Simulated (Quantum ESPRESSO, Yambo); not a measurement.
# Quasiparticle gap of GaP (F-43m) in Yambo, part 3 of 3

How does a plane-wave GW calculation on GaP (F-43m) run from the first input to the gap?

Quantum ESPRESSO 7.5 and Yambo 5.3.0; PBE and many-body steps on it, plane waves. Known limits of the many-body steps: not at the basis limit; no spin-orbit coupling; coarse k mesh.

So far. Step 3 (Bands along the symmetry lines): The gap is 1.594 eV, −0.059 eV from the run before at this level. Step 4 (Empty states on the mesh, 4×4×4 mesh, 104 bands): On this mesh the gap is 1.653 eV.

### Step 6. Screening and self-energy, 4×4×4 mesh, 104 bands, screening to 163.3 eV

G0W0 replaces the xc potential by the self-energy, built once from these orbitals. Only a window of levels is corrected, while the sums run over the empty bands that the input names.

This step: G0W0 on PBE, plane waves, norm-conserving pseudopotentials.

File gw1.in:

```
HF_and_locXC
gw0
dyson
ppa
em1d
rim_cut
RandQpts= 1000000
RandGvec= 1 RL
EXXRLvcs= 104 Ry
VXCRLvcs= 416 Ry
Chimod= "HARTREE"
% BndsRnXp
 1 | 104 |
%
NGsBlkXp= 12 Ry
% LongDrXp
 1 | 1 | 1 |
%
% GbndRnge
 1 | 104 |
%
DysSolver= "n"
ExtendOut
PPAPntXp= 27.21138 eV
% QPkrange
 1 | 1 | 12 | 15 |
 7 | 7 | 12 | 15 |
%
```

Started as:

```sh
$ OMP_NUM_THREADS=1 mpirun -n 8 yambo -F gw1.in -J gw1 -C gw1 > gw1.log
```

What it wrote:

```text
 Yambo, version 5.3.0

 [02] CORE Variables Setup
 =========================

  [... cell, symmetries and grids as in the set-up ...]

  [02.05] Energies & Occupations
  ==============================

  [X] === General ===
  [X] Electronic Temperature                        :  0.000000  0.000000 [eV K]
  [X] Bosonic    Temperature                        :  0.000000  0.000000 [eV K]
  [X] Finite Temperature mode                       : no
  [X] El. density                                   :  0.64228E+24 [cm-3]
  [X] Fermi Level                                   :  8.204632 [eV]

  [X] === Gaps and Widths ===
  [X] Conduction Band Min                           :  1.653057 [eV]
  [X] Valence Band Max                              :  0.000000 [eV]
  [X] Filled Bands                                  :  13
  [X] Empty Bands                                   :   14  104
  [X] Direct Gap                                    :  1.817541 [eV]
  [X] Direct Gap localized at k                     :  1
  [X] Indirect Gap                                  :  1.653057 [eV]
  [X] Indirect Gap between kpts                     :   1   7
  [X] Last valence band width                       :  3.419265 [eV]
  [X] 1st conduction band width                     :  3.048655 [eV]

 [03] Transferred momenta grid and indexing
 ==========================================

 IBZ Q-points                                      :   8
 BZ  Q-points                                      :   64

 K/Q-points units:
 rlu = crystal or reduced units; cc = cartesian coordinates; iku = interal k-units

 Q [1]          [rlu]:  0.000000  0.000000  0.000000
 Q [2]          [rlu]: -0.25926E-17 -0.25926E-17  0.25000
 Q [3]          [rlu]:  0.51853E-17  0.51853E-17 -0.50000
 Q [4]          [rlu]: -0.17252E-17  0.25000      0.25000
 Q [5]          [rlu]:  0.64517E-16  0.25000      0.50000
 Q [6]          [rlu]:  0.51853E-17  0.25000     -0.25000
 Q [7]          [rlu]:  0.34504E-17 -0.50000     -0.50000
 Q [8]          [rlu]:  0.250000 -0.500000 -0.250000

 [04] Coloumb potential Random Integration (RIM)
 ===============================================

  [04.01] RIM initialization
  ==========================

  * Diagonal components only detected *

  8 x (sBL volume)        :  0.113502 [a.u.]
  sBZ random points       :  1000000
  Points outside the sBZ  :   7999624
  RL volume               :  0.908017 [a.u.]
  Integrated volume       :  0.908060 [a.u.]

  [04.02] RIM integrals
  =====================

  Gamma point sphere radius             :  0.087825 [a.u.]
  Points outside the sphere             :   799635
  [Int_sBZ(q=0) 1/q^2]*(Vol_sBZ)^(-1/3) =:  7.763403
                                 should be <:  7.795600

  Summary of Coulomb integrals for non-metallic bands |Q|[au] RIM/Bare

  Q [1] 0.100000E-4 0.995870 * Q [2] 0.264147 1.064892
  Q [4] 0.305010 1.063726 * Q [6] 0.431350 1.026105
  Q [5] 0.505803 1.019213 * Q [3] 0.528294 1.016443
  Q [7] 0.610021 1.012926 * Q [8] 0.682024 1.009910

 [05] Dipoles
 ============

  [05.01] Setup: observables and procedures
  =========================================

 [06] Dynamic Dielectric Matrix (PPA)
 ====================================

 [SLK-Inversion]  Pools        :  2
 [SLK-Inversion]  BLACS grid   :  2  2

 [WR./gw1//ndb.pp]---------------------------------------------------------------
  Brillouin Zone Q/K grids (IBZ/BZ)                :    8   64    8   64
  RL vectors                                       :   5961 [WF]
  Coulomb cutoff potential                         : none
  Electronic Temperature                           :  0.000000 [K]
  Bosonic    Temperature                           :  0.000000 [K]
  PPA    diel. fun.  energies                      : Perdew, Burke & Ernzerhof(X)+Perdew, Burke & Ernzerhof(C)
  wavefunctions                                    : Perdew, Burke & Ernzerhof(X)+Perdew, Burke & Ernzerhof(C)
  Global Gauge                                     : length
  X matrix size                                    :  229
  X band range                                     :    1  104
  X e/h energy range                               : -1.000000 -1.000000 [eV]
  X Time ordering                                  : R
  X Hxc Kernel                                     : HARTREE
  X Drude frequency                                :  0.000000  0.000000
  X poles                                          :  100.0000 [o/o]
  RL vectors in the sum                            :   5961
  [r,Vnl] included                                 : yes
  Field direction                                  :  0.577350E-5  0.577350E-5  0.577350E-5
  BZ energy Double Grid                            : no
  BZ energy DbGd points                            : 0
  BZ Q point size factor                           : -1.000000
  X Optical Averaged directions                    : none

 [07] Local Exchange-Correlation + Non-Local Fock
 ================================================

 [VXC] Plane waves :   39189
 [EXS] Plane waves :   4957

 QP @ state[ 1 ] K range:  1  1
 QP @ state[ 1 ] b range:  12  15
 QP @ state[ 2 ] K range:   7   7
 QP @ state[ 2 ] b range:  12  15

 [xc] Functional : Perdew, Burke & Ernzerhof(X)+Perdew, Burke & Ernzerhof(C)
 [xc] LIBXC used to calculate xc functional
  PP Number of Atomic Species                      :  2
  NLCC RL compoments                               :   39189
  PP Number of Atomic Species                      :  2
  NLCC RL compoments                               :   39189

 [xc] E_xc :  -23.20666 [Ha]
      E_xc :  -46.41333 [Ry]

  Local XC kind (lXC) : Perdew, Burke & Ernzerhof(X)+Perdew, Burke & Ernzerhof(C)
  Non-Local XC kind (nlXC) : Hartree-Fock

  Corrections @ K [1] :  [eV]
 <12|nlXC|12> = -15.17197  0.21093E-17 <12|lXC|12> = -13.29395  0.000000
 <13|nlXC|13> = -15.17196 -0.15761E-16 <13|lXC|13> = -13.29395  0.75527E-15
 <14|nlXC|14> = -8.160314  0.28982E-17 <14|lXC|14> = -12.70030 -0.75527E-15
 <15|nlXC|15> = -6.785663 -0.46887E-17 <15|lXC|15> = -11.36385 -0.37763E-15

  Corrections @ K [7] :  [eV]
 <12|nlXC|12> = -14.66741  0.70012E-17 <12|lXC|12> = -11.79687  0.11801E-16
 <13|nlXC|13> = -14.66740 -0.52452E-17 <13|lXC|13> = -11.79687  0.000000
 <14|nlXC|14> = -5.994892 -0.27785E-17 <14|lXC|14> = -9.779897  0.47204E-16
 <15|nlXC|15> = -6.979251 -0.29530E-17 <15|lXC|15> = -10.95918 -0.23602E-16

 [08] Dyson equation: Newton solver
 ==================================

  [08.01] G0W0 (W PPA)
  ====================

  [  GW  ] Bands range     :    1  104
  [GW/PPA] G damping       :  0.100000 [eV]

  QP @ state[ 1 ] K range:  1  1
  QP @ state[ 1 ] b range:  12  15
  QP @ state[ 2 ] K range:   7   7
  QP @ state[ 2 ] b range:  12  15

   Sc/G bands                                       :    1  104
   Sc/G damping                                     :  0.100000 ev
   Sc bands terminator                              : no
   Sx RL components                                 :   4957

   QP @ state[ 1 ] K range                          :  1  1
   QP @ state[ 1 ] b range                          :  12  15
   QP @ state[ 2 ] K range                          :   7   7
   QP @ state[ 2 ] b range                          :  12  15
   GF energies kind                                 : Perdew, Burke & Ernzerhof(X)+Perdew, Burke & Ernzerhof(C)
   GF WF`s kind                                     : Perdew, Burke & Ernzerhof(X)+Perdew, Burke & Ernzerhof(C)
   Xs energies kind                                 : Perdew, Burke & Ernzerhof(X)+Perdew, Burke & Ernzerhof(C)
   Xs WF`s kind                                     : Perdew, Burke & Ernzerhof(X)+Perdew, Burke & Ernzerhof(C)

 [11] Game Over & Game summary
```

Elapsed: 54 s, on 8 MPI ranks of AMD EPYC 7R43, shared host; peak memory 3.4 GiB; 7 min of CPU time.

This step gave:

| Quantity | Value |
| --- | --- |
| G0W0 gap on the points computed | 2.250 eV |
| starting gap on the mesh | 1.653 eV |
| k of the valence top | 0, 0, 0 |
| k of the conduction bottom | 0, -0.5, -0.5 |
| least direct G0W0 gap on the computed points | 2.701 eV |
| Z at the valence top | 0.7845 |
| Z at the conduction bottom | 0.8088 |

The gap on the mesh goes from 1.65 eV to 2.25 eV, a correction of +0.60 eV.

Limits: finite bands, cutoff and mesh; no spin-orbit coupling; coarse k mesh. v1 is the top filled band, c1 the lowest empty one. The levels before and after the correction (eV, zero at the valence-band top of each column):

|  | conduction bottom | valence top |
| --- | --- | --- |
| Kohn-Sham | 1.65 | 0.00 |
| G0W0 | 2.25 | 0.00 |

|  | level | energy (eV) |
| --- | --- | --- |
| Kohn-Sham | Γ v2-v1 | 0.000 |
| Kohn-Sham | Γ c1 | 1.818 |
| Kohn-Sham | Γ c2 | 3.887 |
| Kohn-Sham | (0 -0.5 -0.5) v2-v1 | -2.683 |
| Kohn-Sham | (0 -0.5 -0.5) c1 | 1.653 |
| Kohn-Sham | (0 -0.5 -0.5) c2 | 1.825 |
| G0W0 | Γ v2-v1 | 0.000 |
| G0W0 | Γ c1 | 2.701 |
| G0W0 | Γ c2 | 4.800 |
| G0W0 | (0 -0.5 -0.5) v2-v1 | -2.790 |
| G0W0 | (0 -0.5 -0.5) c1 | 2.250 |
| G0W0 | (0 -0.5 -0.5) c2 | 2.560 |

### Step 7. Where the time went

Times are wall times on the hardware named with each run, good to a factor of about two.

| step | time | share | memory (GiB) |
| --- | --- | --- | --- |
| ground state | 5.6 s | 8 % | 0.6 |
| bands along the symmetry lines | 4.5 s | 6 % | 0.56 |
| empty states on the mesh | 5.1 s | 7 % | 0.61 |
| conversion and set-up | 4.3 s | 6 % | 0.25 |
| screening and self-energy | 54 s | 73 % | 3.4 |

### Step 8. Summary of results

```json
{
 "PBE gap": "1.59 eV, indirect",
 "G0W0 gap on the mesh": "2.25 eV",
 "G0W0 gap over the zone (rigid shift)": "2.19 eV",
 "GW settings": "4×4×4 mesh, 104 bands, screening to 163.3 eV, Godby-Needs plasmon pole",
 "known limits": "not at the basis limit; no spin-orbit coupling; coarse k mesh"
}
```

**Reading.** G0W0 moves the gap on the mesh from 1.65 eV to 2.25 eV (+0.60 eV), with Z of 0.78 and 0.81 at the edges. The mesh misses the band edges by 0.06 eV in all; a rigid shift gives 2.19 eV for the zone. Only 2 of the mesh's irreducible points were corrected, so a valley elsewhere could overtake. The dearest step here is «screening and self-energy». Against experiment, by G0W0@PBE: the gap of 2.19 eV lies −0.06 eV from the measured 2.25 ± 0.04 eV (indirect, 300 K, on Si, 2020). The calculation has static nuclei and no excitons; a measured gap holds zero-point and thermal motion, which mostly lowers it. Bands and cutoff are finite, so the gap is not at the basis limit. The miss can reach some tenths of an eV and take either sign; the mesh is an error of its own. In the G0W0 run levels were corrected at 2 k points alone, so a gap called «on the mesh» is the least over those, and an edge elsewhere would be missed. A denser mesh or path gives a starting gap of 1.59 eV: the GW mesh misses a band edge, so its gaps are not the fundamental one. The 4×4×4 mesh is coarse for this cell, which bears on the long-range parts of exchange and screening. The many-body steps are scalar-relativistic: spin-orbit coupling is not in them.

[Paths, hosts, dates, memory and timing lines, banners, echoed tables and standing remarks are left out of the program output.]

[Logs are printed without paths, hosts, clocks, repeated set-up lines and the standing remarks that a program may print on its own settings, such as how far it seeks lower states.]

[Runs of the session that timed out or met a known fault of the program may be left out.]

[Hosts, paths, dates, database ids (printed as entryN), source tags and the programs' standing remarks are cut or masked in the printed files.]
